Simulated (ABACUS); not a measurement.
# PtS2 (P-3m1) in ABACUS: single point with PBEsol

Aim: the single point of PtS2 with PBEsol.

Program: ABACUS 3.10.1. These are calculated values, not measurements. Logs are shortened: lines on timing, memory, paths and dates and some standing lists are left out, and cuts for length are marked.

## (1) The crystal as given

The structure is trigonal, space group P-3m1 (No. 164). Conventional cell: a = 3.543 Å, b = 3.543 Å, c = 5.039 Å, α = 90.00°, β = 90.00°, γ = 120.00°. Around Pt (site symmetry -3m) lie 6 S at 2.34 Å. Around S (site symmetry 3m) lie 3 Pt at 2.34 Å.

## (2) Single point, PBEsol

Contents of run_abacus.py:

```python
"""ABACUS run from a structure file: ASE reads it, the script writes STRU, KPT and INPUT."""
import re
import subprocess
from ase.io import read
from ase.units import Bohr

atoms = read("PtS2.cif")
atoms = atoms[(-atoms.numbers).argsort(kind="stable")]  # ABACUS lists atoms element by element
pseudo = {'Pt': 'Pt.upf', 'S': 'S.upf'}
orbital = {}
magmoms = None
kmesh = [7, 7, 4]
params = {
    'suffix': 'PtS2',
    'calculation': 'scf',
    'basis_type': 'pw',
    'pseudo_dir': './',
    'symmetry': 1,
    'dft_functional': 'pbesol',
    'ecutwfc': 84,
    'pseudo_rcut': 7,
    'nspin': 1,
    'nbands': 25,
    'ks_solver': 'dav',
    'smearing_method': 'fd',
    'smearing_sigma': 0.00367493,
    'scf_thr': 1e-08,
    'scf_nmax': 100,
    'mixing_type': 'broyden',
    'mixing_beta': 0.7,
    'cal_force': 1,
    'cal_stress': 1,
    'out_chg': 1,
    'kpar': 4,
}

symbols = atoms.get_chemical_symbols()
elements = list(dict.fromkeys(symbols))
lines = ["ATOMIC_SPECIES"] + [f"{e} {atoms.get_masses()[symbols.index(e)]:.4f} {pseudo[e]}" for e in elements]
if orbital:
    lines += ["", "NUMERICAL_ORBITAL"] + [orbital[e] for e in elements]
lines += ["", "LATTICE_CONSTANT", f"{1 / Bohr:.10f}", "", "LATTICE_VECTORS"]
lines += [" ".join(f"{x:.10f}" for x in v) for v in atoms.cell]
lines += ["", "ATOMIC_POSITIONS", "Direct"]
for e in elements:
    lines += ["", e, "0.0", str(symbols.count(e))]
    for i, p in enumerate(atoms.get_scaled_positions(wrap=False)):
        if symbols[i] == e:
            mag = "" if magmoms is None else " mag " + " ".join(str(x) for x in (magmoms[i] if isinstance(magmoms[i], list) else [magmoms[i]]))
            lines.append(" ".join(f"{x:.10f}" for x in p) + " 1 1 1" + mag)
open("STRU", "w").write("\n".join(lines) + "\n")
open("KPT", "w").write("K_POINTS\n0\nGamma\n%d %d %d 0 0 0\n" % tuple(kmesh))
open("INPUT", "w").write("INPUT_PARAMETERS\n" + "".join(f"{k:<20s}{v}\n" for k, v in params.items()))

done = subprocess.run(['mpirun', '-np', '4', 'abacus'])
if done.returncode:
    raise SystemExit(done.returncode)
log = open("OUT.PtS2/running_scf.log").read()
print("final energy (eV):", re.findall(r"FINAL_ETOT_IS (\S+)", log))
```

Contents of PtS2.cif:

```cif
data_PtS2
_cell_length_a 3.54320000
_cell_length_b 3.54320000
_cell_length_c 5.03880000
_cell_angle_alpha 90.00000000
_cell_angle_beta 90.00000000
_cell_angle_gamma 120.00000000
_space_group_name_H-M_alt 'P1'
_space_group_name_Hall 'P 1'
_space_group_IT_number 1
loop_
_space_group_symop_operation_xyz
'x,y,z'
loop_
_atom_site_label
_atom_site_type_symbol
_atom_site_symmetry_multiplicity
_atom_site_Wyckoff_symbol
_atom_site_fract_x
_atom_site_fract_y
_atom_site_fract_z
_atom_site_occupancy
Pt1 Pt 1 a 0.0000000000 0.0000000000 0.0000000000 1
S1 S 1 a 0.6666666667 0.3333333333 0.7730000000 1
S2 S 1 a 0.3333333333 0.6666666667 0.2270000000 1
```

Potentials or basis: PseudoDojo NC SR 0.4 PBEsol stringent, plane waves.

On the command line:

```bash
> OMP_NUM_THREADS=1 python run_abacus.py > log
```

running log:

```text
ABACUS v3.10.1

               Atomic-orbital Based Ab-initio Computation at UStc

 ------------------------------------------------------------------------------------

 READING GENERAL INFORMATION
                           global_out_dir = OUT.PtS2/
                           global_in_card = INPUT
                               pseudo_dir = ./
                              orbital_dir =
                                    DSIZE = 4
                                    GSIZE = 1

 READING UNITCELL INFORMATION
                                    ntype = 2
                  lattice constant (Bohr) = 1.88973
              lattice constant (Angstrom) = 1

 READING ATOM TYPE 1
                               atom label = Pt
                      L=0, number of zeta = 1
                      L=1, number of zeta = 1
                      L=2, number of zeta = 1
             number of atom for this type = 1

 READING ATOM TYPE 2
                               atom label = S
                      L=0, number of zeta = 1
                      L=1, number of zeta = 1
                      L=2, number of zeta = 1
             number of atom for this type = 2

                        TOTAL ATOM NUMBER = 3
DIRECT COORDINATES
    atom                   x                   y                   z     mag                  vx                  vy                  vz
taud_Pt1            0.0000000000        0.0000000000        0.0000000000  0.0000        0.0000000000        0.0000000000        0.0000000000
taud_S1            0.6666666667        0.3333333333        0.7730000000  0.0000        0.0000000000        0.0000000000        0.0000000000
taud_S2            0.3333333333        0.6666666667        0.2270000000  0.0000        0.0000000000        0.0000000000        0.0000000000

                          Volume (Bohr^3) = 369.697
                             Volume (A^3) = 54.7833

 Lattice vectors: (Cartesian coordinate: in unit of a_0)
              +3.5432                  +0                  +0
              -1.7716             +3.0685                  +0
                   +0                  +0             +5.0388
 Reciprocal vectors: (Cartesian coordinate: in unit of 2 pi/a_0)
            +0.282231           +0.162946                  -0
                   -0           +0.325892                  -0
                   +0                  -0            +0.19846
 The esolver type has been set to : ksdft_pw

                PAO radial cut off (Bohr) = 7

 Read in pseudopotential file is Pt.upf
                     pseudopotential type = NC
          exchange-correlation functional = PBESOL
                 nonlocal core correction = 1
                        valence electrons = 18
                                     lmax = 3
                           number of zeta = 4
                     number of projectors = 8
                           L of projector = 0
                           L of projector = 0
                           L of projector = 1
                           L of projector = 1
                           L of projector = 2
                           L of projector = 2
                           L of projector = 3
                           L of projector = 3
                PAO radial cut off (Bohr) = 7

 Read in pseudopotential file is S.upf
                     pseudopotential type = NC
          exchange-correlation functional = PBESOL
                 nonlocal core correction = 1
                        valence electrons = 6
                                     lmax = 2
                           number of zeta = 2
                     number of projectors = 6
                           L of projector = 0
                           L of projector = 0
                           L of projector = 1
                           L of projector = 1
                           L of projector = 2
                           L of projector = 2
     initial pseudo atomic orbital number = 18

 SETUP THE ELECTRONS NUMBER
            electron number of element Pt = 18
      total electron number of element Pt = 18
             electron number of element S = 6
       total electron number of element S = 12
            AUTOSET number of electrons:  = 30
                           occupied bands = 15
                                   NBANDS = 25
                                   NLOCAL = 27

%%%%%%%%%%%%%%%%%%%%%%%%%%%%%%%%%%%%%%%%%%%%%%%%%%%%%%%%%%%%%%%%%%%%%%%%%%%%%%%%%%%%%%%%%%%%%%%%%%%%%%%%%%
 Warning: the number of valence electrons in pseudopotential > 10 for Pt: [Xe] 4f14 5d9 6s1
 Pseudopotentials with additional electrons can yield (more) accurate outcomes, but may be less efficient.
 If you're confident that your chosen pseudopotential is appropriate, you can safely ignore this warning.
%%%%%%%%%%%%%%%%%%%%%%%%%%%%%%%%%%%%%%%%%%%%%%%%%%%%%%%%%%%%%%%%%%%%%%%%%%%%%%%%%%%%%%%%%%%%%%%%%%%%%%%%%%

 SETUP THE PLANE WAVE BASIS
 energy cutoff for charge/potential (unit:Ry) = 336
            fft grid for charge/potential = [ 40, 40, 60 ]
                        fft grid division = [ 1, 1, 1 ]
        big fft grid for charge/potential = [ 40, 40, 60 ]
                                     nbxx = 96000
                                     nrxx = 96000

 SETUP PLANE WAVES FOR CHARGE/POTENTIAL
[... 65 lines left out ...]
 SETUP K-POINTS
                                    nspin = 1
                   Input type of k points = Monkhorst-Pack(Gamma)
                                   nkstot = 196
                       right hand lattice = 1
(for reciprocal lattice: )
                             BRAVAIS TYPE = 4
                     BRAVAIS LATTICE NAME = 04. Hexagonal cell
                                    ibrav = 4
                       right hand lattice = 1
(for k-lattice: )
                             BRAVAIS TYPE = 4
                     BRAVAIS LATTICE NAME = 04. Hexagonal cell
                                    ibrav = 4
                       right hand lattice = 1
                        ROTATION MATRICES = 24
                               nkstot_ibz = 28
K-POINTS REDUCTION ACCORDING TO SYMMETRY
     IBZ    DIRECT_X    DIRECT_Y    DIRECT_Z  WEIGHT  ibz2bz
       1  0.00000000  0.00000000  0.00000000  0.0051       0
       2 -0.14285714  0.14285714  0.00000000  0.0306       1
       3 -0.28571429  0.28571429  0.00000000  0.0306       2
       4 -0.42857143  0.42857143  0.00000000  0.0306       3
       5 -0.14285714  0.28571429  0.00000000  0.0306       8
       6 -0.28571429  0.42857143  0.00000000  0.0612       9
[... 20 lines left out ...]
      27  0.42857143  0.42857143  0.50000000  0.0306     108
      28  0.42857143  0.28571429  0.50000000  0.0306     114

                               nkstot now = 28
[... K-POINTS DIRECT COORDINATES: 28 rows ...]

           k-point number in this process = 7
       minimum distributed K point number = 7
[... stars of the k points ...]

[... K-POINTS CARTESIAN COORDINATES: 7 rows ...]

[... K-POINTS DIRECT COORDINATES: 7 rows ...]

 SETUP PLANE WAVES FOR WAVE FUNCTIONS
     energy cutoff for wavefunc (unit:Ry) = 84
              fft grid for wave functions = [ 40, 40, 60 ]
                    number of plane waves = 6187
                         number of sticks = 313

 PARALLEL PW FOR WAVE FUNCTIONS
     PROC   COLUMNS(POT)             PW
        1            313           6187
 --------------- sum -------------------
        1            313           6187

 SETUP NONLOCAL PSEUDOPOTENTIALS IN PLANE WAVE BASIS
 Pt non-local projectors:
 projector 1 L=0
 projector 2 L=0
 projector 3 L=1
 projector 4 L=1
 projector 5 L=2
 projector 6 L=2
 projector 7 L=3
 projector 8 L=3
 S non-local projectors:
 projector 1 L=0
 projector 2 L=0
 projector 3 L=1
 projector 4 L=1
 projector 5 L=2
 projector 6 L=2
      TOTAL NUMBER OF NONLOCAL PROJECTORS = 68

 Init Non-Local PseudoPotential table :
 Init Non-Local-Pseudopotential done.

                                     npwx = 4809

 Make real space PAO into reciprocal space.
       max mesh points in Pseudopotential = 701
     dq(describe PAO in reciprocal space) = 0.01
                                    max q = 1104

 number of pseudo atomic orbitals for Pt is 4
WARNING: norm of atomic wavefunction # 3 of atomic type Pt is 0.999889, renormalized
WARNING: norm of atomic wavefunction # 4 of atomic type Pt is 0.997658, renormalized

 number of pseudo atomic orbitals for S is 2
WARNING: norm of atomic wavefunction # 1 of atomic type S is 0.999996, renormalized
WARNING: norm of atomic wavefunction # 2 of atomic type S is 0.999702, renormalized

 -------------------------------------------
 SELF-CONSISTENT
 -------------------------------------------
                                 init_chg = atomic

 PW ALGORITHM --------------- ION=   1  ELEC=   1--------------------------------

 Density error is 0.521897377348
                          Error Threshold = 0.01
----------------------------------------------------------
     Energy           Rydberg                 eV
----------------------------------------------------------
 E_KohnSham     -305.0052146001      -4149.8088382737
 E_Harris       -315.2394386996      -4289.0526006365
 E_Fermi        0.8707234162         11.8467998425
----------------------------------------------------------
[... 75 lines left out ...]
 Density error is 6.10000569641e-09
                          Error Threshold = 9.50393705802e-11
----------------------------------------------------------
     Energy           Rydberg                 eV
----------------------------------------------------------
 E_KohnSham     -305.2686518904      -4153.3930864877
 E_KS(sigma->0) -305.2686504198      -4153.3930664799
 E_Harris       -305.2692055942      -4153.4006200152
 E_band         -23.6724504649       -322.0802119456
 E_one_elec     -156.0191094757      -2122.7488857550
 E_Hartree      89.3105802662        1215.1327833069
 E_xc           -59.9433927993       -815.5716995231
 E_Ewald        -178.6167269405      -2430.2052445009
 E_entropy(-TS) -0.0000029411        -0.0000400155
 E_descf        0.0000000000         0.0000000000
 E_exx          0.0000000000         0.0000000000
 E_Fermi        0.8303637348         11.2976782052
----------------------------------------------------------

 charge density convergence is achieved
 final etot is -4153.3930865 eV
 EFERMI = 11.297678205 eV

 STATE ENERGY(eV) AND OCCUPATIONS    NSPIN == 1
 1/7 kpoint (Cartesian) = 0.0000 0.0000 0.0000 (4755 pws)
       1       -88.7481      0.0102041
       2       -42.9096      0.0102041
       3       -42.9096      0.0102041
       4       -42.7346      0.0102041
       5       -4.65043      0.0102041
       6       -1.35213      0.0102041
[... 152 lines left out ...]
      24        22.9793        0.00000
      25        24.0864        0.00000

[... levels at 1 further k points ...]

------------------------------------------------------------------------------------------
 TOTAL-FORCE (eV/Angstrom)
------------------------------------------------------------------------------------------
                       Pt1         0.0000000000         0.0000000000         0.0000000000
                        S1         0.0000000000         0.0000000000        -0.9371851042
                        S2         0.0000000000         0.0000000000         0.9371851042
------------------------------------------------------------------------------------------

----------------------------------------------------------------
 TOTAL-STRESS (KBAR)
----------------------------------------------------------------
        64.2128555671         0.0000000000        -0.0000000000
         0.0000000000        64.2128555667         0.0000000000
        -0.0000000000         0.0000000000        57.8232136679
----------------------------------------------------------------
 TOTAL-PRESSURE: 62.082975 KBAR

 --------------------------------------------
 !FINAL_ETOT_IS -4153.3930864876911073 eV
 --------------------------------------------
```

Run time: 11 s. Hardware: 4 MPI ranks of Intel Xeon 6975P-C (Granite Rapids), shared host; peak memory 0.48 GiB.

Results:

```yaml
Free_energy: -4153.3931 eV
Pressure: 6.2 GPa
Largest_force: 0.937 eV/Å
Band_gap_on_the_k_mesh: 0.76 eV, indirect (least direct gap 0.93 eV)
```

Forces in eV/Å, atoms in the order of the input:
```
Pt   0.000  0.000  0.000
S    0.000  0.000 -0.937
S    0.000  0.000  0.937
```

Caveat: spin-orbit coupling is left out, which moves the levels of the heavy elements; an odd mesh through Γ misses points on the zone boundary, where band edges often lie.
